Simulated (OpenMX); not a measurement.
Wanted: the native input for an OpenMX 3.8.5 run.

* Task: single point
* Functional: PBE
* Potentials or basis: OpenMX 2013 PBE set, Si7.0-s3p3d2, grid cutoff 260 Ry
* k mesh: 9 × 9 × 9
* Occupations: fermi-dirac, width 0.05 eV
* Spin: no spin polarisation
* Mixing scheme: rmm-diisk
* SCF threshold: 1e-08 Ha
* Solver: band
* Max SCF cycles: 100

Crystal: Si.

```
Si
1.0
     0.00000    2.72185    2.72185
     2.72185    0.00000    2.72185
     2.72185    2.72185    0.00000
Si
2
Direct
  0.50931 0.48936 0.50317
  0.74387 0.75191 0.74386
```

The cell isn't the ideal one: atoms moved at random, drawn with an rms of 0.05 Å.

The input as run:

Si.dat

```
System.CurrrentDirectory             ./
System.Name                          Si
DATA.PATH                            ./DFT_DATA13
level.of.stdout                      1
level.of.fileout                     0
Species.Number                       1
<Definition.of.Atomic.Species
  Si  Si7.0-s3p3d2           Si_PBE13
Definition.of.Atomic.Species>

Atoms.Number                         2
Atoms.SpeciesAndCoordinates.Unit     FRAC
<Atoms.SpeciesAndCoordinates
    1  Si    0.5093070000    0.4893590000    0.5031720000   2.000  2.000
    2  Si    0.7438730000    0.7519100000    0.7438630000   2.000  2.000
Atoms.SpeciesAndCoordinates>

Atoms.UnitVectors.Unit               Ang
<Atoms.UnitVectors
     0.0000000000    2.7218511865    2.7218511865
     2.7218511865    0.0000000000    2.7218511865
     2.7218511865    2.7218511865    0.0000000000
Atoms.UnitVectors>

scf.XcType                           GGA-PBE
scf.SpinPolarization                 off
scf.ElectronicTemperature            580.226
scf.energycutoff                     260.0
scf.maxIter                          100
scf.EigenvalueSolver                 band
scf.Kgrid                            9 9 9
scf.Mixing.Type                      rmm-diisk
scf.Init.Mixing.Weight               0.05
scf.Min.Mixing.Weight                0.001
scf.Max.Mixing.Weight                0.3
scf.Mixing.History                   25
scf.Mixing.StartPulay                8
scf.criterion                        1.0e-8
scf.stress.tensor                    on
MD.Type                              nomd
```

Potentials or basis: OpenMX 2013 PBE set, Si7.0-s3p3d2, grid cutoff 260 Ry.

The run is started by

```sh
$ openmx Si.dat -nt 1 > Si.std
```

Results of the run:

```
Pressure               : 1.8 GPa
Largest force          : 0.934 eV/Å
Band gap on the k mesh : 0.24 eV, indirect (least direct gap 2.05 eV)
```

Caveat: an odd mesh through Γ misses points on the zone boundary, where band edges often lie; the basis of atomic orbitals isn't converged, which shifts pressures, moduli and gaps.

Wall time 78 s on 1 thread of Arm Neoverse V1 (shared host), peak memory 0.41 GiB.
